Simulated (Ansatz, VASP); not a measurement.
# Two plane-wave programs on TiTe2

INCAR

```
SYSTEM = TiTe2
ALGO = Normal ; EDIFF = 1E-7
ENCUT = 520 ; GGA = PE
ISIF = 2 ; ISMEAR = 1
LASPH = .True. ; LCHARG = .False.
LREAL = .False. ; LWAVE = .False.
NBANDS = 19 ; NELM = 100
PREC = Accurate ; SIGMA = 0.1
```

File KPOINTS:

```
k-points
0
Gamma
  6 6 3
  0 0 0
```

The input POSCAR:

```
TiTe2
1.0
    3.7770000000      0.0000000000      0.0000000000
   -1.8885000000      3.2709779500      0.0000000000
    0.0000000000      0.0000000000      6.4980000000
Ti Te
1 2
Direct
    0.0000000000      0.0000000000      0.0000000000
    0.6666666667      0.3333333333      0.2628000000
    0.3333333333      0.6666666667      0.7372000000
```

Input for Ansatz:

```yaml
crystal:
  lattice:
    - [3.777, 0.0, 0.0]
    - [-1.8885, 3.27097795, 0.0]
    - [0.0, 0.0, 6.498]
  atoms:
    - { symbol: Ti, position: [0.0, 0.0, 0.0] }
    - { symbol: Te, position: [0.6666666666666666, 0.3333333333333333, 0.2628] }
    - { symbol: Te, position: [0.3333333333333333, 0.6666666666666666, 0.7372] }
kpoints:
  mp_grid:
    grid: [6, 6, 3]
hamiltonian:
  xc: pbe
scf:
  occupations:
    method: cold
    width: 0.1
  eigensolver:
    kind: davidson
    mixed_precision: false
output:
  stress: true
```

Alike in both runs: task single point; functional PBE; k mesh 6 × 6 × 3; no spin polarisation.

|  | VASP | Ansatz |
| --- | --- | --- |
| version | VASP 6.6.1 | Ansatz 0.2.0 |
| potentials or method | VASP PAW PBE potentials, release 64 (Ti_sv, Te) | plane waves, PAW |
| plane-wave cutoff (eV) | 520 | 420 |
| occupations | methfessel-paxton of order 1, width 0.1 eV | cold, width 0.1 eV |
| valence electrons in the cell | 24 | 44 |

Ansatz gave:

| Property | Result |
| --- | --- |
| pressure (GPa) | 0.7 |
| largest component of the traceless stress (GPa) | 0.08 |

Question: Which values does VASP return?

Answer: Pressure (GPa): 0.7; largest component of the traceless stress (GPa): 0.05.

The two sets of potentials don't hold the same shells in valence.

Caveats: this functional lacks dispersion, which binds the layers, so the pressure and a relaxed spacing across them are unreliable. Spin-orbit coupling is left out, which matters for the levels of Te.
